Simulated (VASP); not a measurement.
Al2O3, 10 atoms in the cell. Symmetry: R-3c, No. 167, trigonal system. The conventional cell has a = 4.760 Å, b = 4.760 Å, c = 12.996 Å, α = 90.00°, β = 90.00°, γ = 120.00°. Around Al (site symmetry 3) lie 6 O at 1.85 to 1.97 Å. Around O (site symmetry 2) lie 4 Al at 1.85 to 1.97 Å. 

- Program: VASP 6.6.1
- Task: single point
- Functional: PBEsol
- Potentials or basis: VASP PAW PBE potentials, release 64 (Al, O)
- Cutoff: 520 eV
- k mesh: 6 × 6 × 6
- Occupations: gaussian, width 0.1 eV
- Spin: no spin polarisation
- Dipole correction: no
- Further INCAR settings: ALGO = Fast; EDIFF = 1e-06; NBANDS = 35

Potentials or basis: VASP PAW PBE potentials, release 64 (Al, O).

Run with:

```sh
$ cat potpaw_PBE.64/Al/POTCAR potpaw_PBE.64/O/POTCAR > POTCAR
$ mpirun -np 1 vasp_std > vasp.out
```

Hardware: 1 thread of Intel(R) Xeon(R) 6975P-C (Granite Rapids) (shared host).

Estimate the wall time of this run.

Wall time 79 s on 1 thread of Intel(R) Xeon(R) 6975P-C (Granite Rapids), with other jobs on the host, peak memory 0.26 GiB. Counts: scf iterations 16, k points 32.
